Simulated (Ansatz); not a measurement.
**Fitting the LDA energy curve of GaP**

Space group F-43m (No. 216). a = 5.451 Å, b = 5.451 Å, c = 5.451 Å, α = 90.00°, β = 90.00°, γ = 90.00°
| atom | site | symmetry | x | y | z |
| --- | --- | --- | --- | --- | --- |
| Ga | 4a | -43m | 0.0000 | 0.0000 | 0.0000 |
| P | 4c | -43m | 0.2500 | 0.2500 | 0.2500 |

The cell was scaled at fixed shape and fractions and run with Ansatz, Ansatz PAW, cutoff 420 eV; LDA, k mesh 8 × 8 × 8 on the cell of 2 atoms, fermi-dirac occupations of 0.05 eV, spin-orbit coupling, no magnetisation. The potentials were made for PBE. Energies are those that the program minimises, any entropy of the smearing included.

| V (Å³/atom) | energy over the lowest row (meV/atom) |
| --- | --- |
| 19.0260 | 4.37 |
| 19.4308 | 0.00 |
| 19.8356 | 0.55 |
| 20.2404 | ? |
| 20.6452 | 14.37 |
| 21.0500 | 26.75 |
| 21.4548 | 42.23 |

Q: Fit the third-order Birch-Murnaghan form, give V0, B0 and B′, and predict the energy left open.

A: With y = (V0/V)^(2/3), E = E0 + (9 V0 B0/16) [(y - 1)³ B′ + (y - 1)² (6 - 4y)]. Least squares through the rows shown give V0 = 19.5833 Å³/atom, E0 = -0.34 meV, B0 = 90.30 GPa (1 eV/Å³ = 160.218 GPa) and B′ = 4.55, with a largest miss of 0.01 meV. At V = 20.2404 the form with these constants gives 5.51 meV; the run gave 5.50 meV an atom. Measured volume: 20.24 Å³/atom at 298 K (a printed reference work), so the fit lies -3.2 % from it. The runs are for a static lattice.
